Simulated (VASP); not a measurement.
A run of VASP 6.6.1 is set up as follows.

INCAR

```
SYSTEM = Y
  PREC = Accurate
  ENCUT = 520
  EDIFF = 1E-6
  ISMEAR = -1
  SIGMA = 0.1
  LREAL = .False.
  LASPH = .True.
  NELM = 100
  ALGO = Normal
  ISIF = 2
  LWAVE = .False.
  LCHARG = .False.
  GGA = PS
  NBANDS = 12
```

The input KPOINTS:

```
regular mesh
0
Gamma
  11 11 11
  0 0 0
```

Contents of POSCAR:

```
Y
1.0
    3.2433416026      0.0000000000      0.0000000000
    0.0000000000      3.2433416026      0.0000000000
    0.0000000000      0.0000000000      3.2433416026
Y
1
Direct
    0.0000000000      0.0000000000      0.0000000000
```

Potentials or basis: VASP PAW PBE potentials, release 64 (Y_sv).

The run is started by

```bash
$ cat potpaw_PBE.64/Y_sv/POTCAR > POTCAR
$ mpirun -np 1 vasp_std > vasp.out
```

**Question.** What does it give for the pressure?

**Answer.** -1.2 GPa.

**Question.** What does it give for the band gap on the k mesh?

**Answer.** None (metal or under the smearing width).

Caveat: the PAW data sets were made with another functional, which shifts forces and pressure a little.
